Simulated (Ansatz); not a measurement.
BaSnO3 (cubic perovskite)

```xyz
5
Lattice="4.1762 0.0000 0.0000 0.0000 4.1762 0.0000 0.0000 0.0000 4.1762" Properties=species:S:1:pos:R:3 pbc="T T T"
Ba     0.0000     0.0000     0.0000
Sn     2.0881     2.0881     2.0881
O      0.0000     2.0881     2.0881
O      2.0881     2.0881     0.0000
O      2.0881     0.0000     2.0881
```

This relaxed cell (volume V₀) is scaled evenly in all directions, its shape held. Symmetry pins the atoms to their sites.

Calculation: PBE (plane waves to 420 eV, PAW, scalar-relativistic; Ansatz, a quantum-chemistry and plane-wave program). k mesh 8×8×8 (Γ-centred), Fermi-Dirac smearing 0.05 eV. Energies are smeared free energies. BaSnO3 was relaxed with its symmetry unable to fall. The PAW data are Ansatz's earlier set. ΔE is measured from the relaxed starting cell.

| V (Å³/atom) | ΔE (meV/atom) |
|---|---|
| 13.111 | 75.0 |
| 13.353 | 50.2 |
| 13.596 | 31.1 |
| 13.839 | 16.8 |
| 14.082 | ___ |
| 14.324 | 1.7 |
| 14.567 | 0.0 |
| 14.810 | 1.6 |
| 15.053 | 6.3 |
| 15.296 | 13.6 |
| 15.538 | ___ |
| 15.781 | 35.6 |
| 16.024 | ___ |

### Question
Fill in the missing entries.

### Answer

- 14.082, ΔE (meV/atom): 7.2
- 15.538, ΔE (meV/atom): 23.5
- 16.024, ΔE (meV/atom): 49.7

(Under strain, the slope of the energy per volume gives the stress and its curvature an elastic modulus.)
